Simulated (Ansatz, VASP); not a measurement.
# ScAl3: equilibrium volume by level of theory

**What was measured.** The equilibrium volume of ScAl3 (Pm-3m) is reported as 17.27 Å³/atom at 300 K (pmc:8067998, doi:10.3390/ma14081837). The runs below try to reproduce it.

It takes space group Pm-3m (No. 221, cubic). The conventional cell has a = 4.088 Å, b = 4.088 Å, c = 4.088 Å, α = 90.00°, β = 90.00°, γ = 90.00°. Sc (site symmetry m-3m) is surrounded by 12 Al at 2.89 Å. Al (site symmetry 4/mmm) is surrounded by 4 Sc at 2.89 Å and 8 Al at 2.89 Å.

| rung | level | program and potentials | cutoff (eV) | k mesh | smearing | task | equilibrium volume (Å³/atom) | miss | notes |
| --- | --- | --- | --- | --- | --- | --- | --- | --- | --- |
| GGA | PBE | Ansatz, Ansatz PAW | 420 | 7 × 7 × 7 | fermi-dirac 0.05 | equation of state | 17.29 | +0.1 % | - |
| GGA + dispersion | PBE+D3(BJ) | VASP, PBE PAW files Al, Sc_sv, 600 eV | 600 | 7 × 7 × 7 | fermi-dirac 0.05 | relaxation of cell and atoms | 16.60 | -3.9 % | - |
| GGA + dispersion | PBE+D3(zero damping) | VASP, PBE PAW files Al, Sc_sv, 600 eV | 600 | 7 × 7 × 7 | fermi-dirac 0.05 | relaxation of cell and atoms | 16.80 | -2.7 % | - |
| GGA | PBEsol | Ansatz, Ansatz PAW | 420 | 7 × 7 × 7 | fermi-dirac 0.05 | equation of state | 16.87 | -2.3 % | potentials made for PBE, which Ansatz adapts in part |
| GGA + dispersion | PBEsol+D3(BJ) | Ansatz, Ansatz PAW | 420 | 7 × 7 × 7 | fermi-dirac 0.05 | relaxation of cell and atoms | 16.23 | -6.0 % | potentials made for PBE, which Ansatz adapts in part |
| GGA + dispersion | PBEsol+D3(zero damping) | VASP, PBE PAW files Al, Sc_sv, 600 eV | 600 | 7 × 7 × 7 | fermi-dirac 0.05 | relaxation of cell and atoms | 16.49 | -4.5 % | potentials made for PBE |
| GGA + dispersion | PBEsol+D4 | Ansatz, Ansatz PAW | 420 | 7 × 7 × 7 | fermi-dirac 0.05 | relaxation of cell and atoms | 16.54 | -4.2 % | potentials made for PBE, which Ansatz adapts in part |
| non-local van der Waals functional | BEEF-vdW | VASP, PBE PAW files Al, Sc_sv, 600 eV | 600 | 7 × 7 × 7 | fermi-dirac 0.05 | relaxation of cell and atoms | 17.16 | -0.6 % | potentials made for PBE |
| non-local van der Waals functional | optB86b-vdW | VASP, PBE PAW files Al, Sc_sv, 600 eV | 600 | 7 × 7 × 7 | fermi-dirac 0.05 | relaxation of cell and atoms | 17.11 | -0.9 % | potentials made for PBE |
| non-local van der Waals functional | rev-vdW-DF2 | VASP, PBE PAW files Al, Sc_sv, 600 eV | 600 | 7 × 7 × 7 | fermi-dirac 0.05 | relaxation of cell and atoms | 17.12 | -0.9 % | potentials made for PBE |
| non-local van der Waals functional | vdW-DF | VASP, PBE PAW files Al, Sc_sv, 600 eV | 600 | 7 × 7 × 7 | fermi-dirac 0.05 | relaxation of cell and atoms | 17.76 | +2.8 % | potentials made for PBE |
| non-local van der Waals functional | vdW-DF2 | VASP, PBE PAW files Al, Sc_sv, 600 eV | 600 | 7 × 7 × 7 | fermi-dirac 0.05 | relaxation of cell and atoms | 17.71 | +2.5 % | potentials made for PBE |

All rows: no spin polarisation. Smearing widths are in eV. For a metal such meshes aren't converged. Meshes are those of the run's cell of 4 atoms unless a note names another. Relaxations start from the cell shown or near it and stop with a little pressure left. The cell shown, of 17.08 Å³ an atom, is the runs' start and not the measured value. Misses use the values as printed. Runs on faulty files, with rough fits or with known faults for this quantity aren't shown. No row holds spin-orbit coupling.

By rung: GGA 16.87 to 17.29; GGA + dispersion 16.23 to 16.80; non-local van der Waals functional 17.11 to 17.76 (Å³/atom). Measured: 17.27 Å³/atom at 300 K (pmc:8067998, doi:10.3390/ma14081837). Closest is PBE (+0.1 %). The runs are for a static lattice, while measurements hold temperature and zero-point motion.
